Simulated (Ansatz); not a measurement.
Structure types of Sr were relaxed at one common pressure (all-electron LAPW in Ansatz 0.2.0 under PBE, scalar-relativistic, no spin polarisation, zero temperature). They take these volumes:

```
    type  space group  V (Å³/atom)
     fcc        Fm-3m        37.54
     bcc        Im-3m        36.96
     hcp     P6_3/mmc        37.13
    dhcp     P6_3/mmc        37.44
   omega       P6/mmm        37.26
beta tin     I4_1/amd        35.25
```

Question: At about which pressure, and is the densest type also the lowest in enthalpy?

Answer: 8.2 GPa. The densest is beta tin, and it is 186 meV/atom above bcc: its gain in pV doesn't pay for its higher energy here.
